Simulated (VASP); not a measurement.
# Sn: energy and pressure at two fixed cells, by functional and dispersion

Sn, R-3m (no. 166), 2 atoms in the cell.

The cell is changed on purpose: last atom moved by 0.05 Å along a1+a2+a3.

| Functional | Dispersion | Energy of the cell in POSCAR.step1 less that of the cell in POSCAR.step2 (eV/atom) | Pressure on the cell in POSCAR.step2 (GPa) | Gap of the cell in POSCAR.step2 on the mesh (eV) | Time (s) |
|---|---|---|---|---|---|
| PBE, VDW_SR = 0.85 | TS | -0.0055 | 0.7 | 0.00 | 34 |
| PBE, VDW_SR = 0.94 | TS | -0.0115 | 1.8 | 0.00 | 33 |
| PBE, VDW_SR = 1.05 | TS | -0.0217 | 3.4 | 0.00 | 32 |
| PBE, VDW_S9 = 0.0 | D4 | -0.0132 | 2.0 | 0.00 | 20 |
| PBE, VDW_S9 = 0.5 | D4 | -0.0137 | 2.1 | 0.00 | 20 |
| PBE, VDW_S9 = 1.0 | D4 | -0.0142 | 2.2 | 0.00 | 20 |
| rVV10, CPARAM = 0.005 | in the functional | -0.0306 | 4.8 | 0.00 | 163 |
| rVV10, CPARAM = 0.0093 | in the functional | -0.0304 | 4.7 | 0.00 | 163 |
| rVV10, CPARAM = 0.015 | in the functional | -0.0303 | 4.7 | 0.00 | 162 |

## Input of the first row

INCAR:
```
ALGO = Normal
EDIFF = 1E-7
ENCUT = 520
GGA = PE
GGA_COMPAT = F
ISIF = 2
ISMEAR = 1
IVDW = 2
KPAR = 2
LASPH = T
LCHARG = F
LREAL = F
LWAVE = F
NBANDS = 21
NELM = 150
PREC = Accurate
SIGMA = 0.1
VDW_SR = 0.85
```

KPOINTS:
```
k-points
0
Gamma
  5 5 5
```

POSCAR.step1:
```
Sn
1.0
    0.0000000000      3.2653581772      3.2653581772
    3.2653581772      0.0000000000      3.2653581772
    3.2653581772      3.2653581772      0.0000000000
Sn
2
Direct
    0.7500000000      0.7500000000      0.7500000000
    0.5000000000      0.5000000000      0.5000000000
```

POSCAR.step2:
```
Sn
1.0
    0.0000000000      3.2333428000      3.2333428000
    3.2333428000      0.0000000000      3.2333428000
    3.2333428000      3.2333428000      0.0000000000
Sn
2
Direct
    0.7500000000      0.7500000000      0.7500000000
    0.5044640400      0.5044640400      0.5044640400
```

Commands (each step's output is kept before the next begins):
```
cat potpaw_PBE.64/Sn_d/POTCAR > POTCAR
cp POSCAR.step1 POSCAR
mpirun -np 2 vasp_std > vasp.out
rm WAVECAR CHG
cp POSCAR.step2 POSCAR
mpirun -np 2 vasp_std > vasp.out
```

Changes of the last row against the first:
```
(all steps)
- GGA = PE
- IVDW = 2
- VDW_SR = 0.85
+ GGA = ML
+ LUSE_VDW = True
+ IVDW_NL = 2
+ BPARAM = 6.3
+ CPARAM = 0.015
```

VASP 6.6.1 took 34 s on 2 cores (Intel Xeon Platinum 8259CL @ 2.50GHz (Skylake/Cascade Lake)), a shared host.
